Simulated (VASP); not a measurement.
**SnSe: relaxation of cell and atoms with PBE**

Crystal: SnSe.

```
Se Sn
1.0
     0.00000    3.00000    3.00000
     3.00000    0.00000    3.00000
     3.00000    3.00000    0.00000
Se Sn
1 1
Direct
  0.50000 0.50000 0.50000
  0.00000 0.00000 0.00000
```

The cell was built by a generator and needn't be a form met in nature.

- Program: VASP 6.6.1
- Task: relaxation of cell and atoms
- Functional: PBE
- Potentials or basis: VASP PAW PBE potentials, release 64 (Se, Sn_d)
- Cutoff: 600 eV
- k mesh: 10 × 10 × 10
- Occupations: gaussian, width 0.03 eV
- Spin: no spin polarisation
- Further INCAR settings: ALGO = Normal; EDIFF = 1e-06; IBRION = 2; EDIFFG = -0.02; NSW = 40; ISIF = 3

```yaml
Relaxed_volume: 27.85 Å³/atom
Relaxed_cell: a = 4.286 Å, b = 4.286 Å, c = 4.286 Å, α = 60.00°, β = 60.00°, γ = 60.00°
Space_group_after_relaxing_to_0.05_Å: Fm-3m (No. 225)
Energy_gained_by_relaxing: 4.1 meV/atom
Ionic_steps: 3
Pressure_after_relaxing: 0.0 GPa
Band_gap_on_the_k_mesh: 0.49 eV, indirect (least direct gap 0.49 eV)
```

Step by step:
```
step  energy change (eV)  largest force (eV/Å)  pressure (GPa)  volume (Å³)
   1              0.0000                0.0000            1.58        54.00
   2             -0.0077                0.0000           -0.35        56.11
   3             -0.0082                0.0000           -0.05        55.69
```

Final structure:
```xyz
2
Lattice="0.0000 3.0310 3.0310 3.0310 0.0000 3.0310 3.0310 3.0310 0.0000" Properties=species:S:1:pos:R:3 pbc="T T T"
Se    3.0310    3.0310    3.0310
Sn    0.0000    0.0000    0.0000
```

Levels at points of the mesh, in eV from the valence-band top:
| k point | band 7 | band 8 | band 9 | band 10 | band 11 | band 12 | band 13 | band 14 |
| --- | --- | --- | --- | --- | --- | --- | --- | --- |
| (0.00, 0.00, 0.00) | -5.14 | -2.14 | -2.14 | -2.14 | 4.23 | 4.23 | 4.23 | 5.88 |
| (0.50, 0.00, 0.00) | -7.95 | -1.90 | -1.90 | 0.00 | 0.49 | 1.25 | 1.25 | 8.19 |
| (0.50, 0.50, 0.00) | -6.02 | -5.33 | -3.55 | -3.55 | 3.09 | 5.22 | 5.22 | 5.83 |

It took 72 s on 1 thread of Intel(R) Xeon(R) Platinum 8375C CPU @ 2.90GHz (Ice Lake), with other jobs on the host, peak memory 0.24 GiB.

Caveat: spin-orbit coupling is left out, which moves the levels of the heavy elements. A k mesh can miss the band edges.
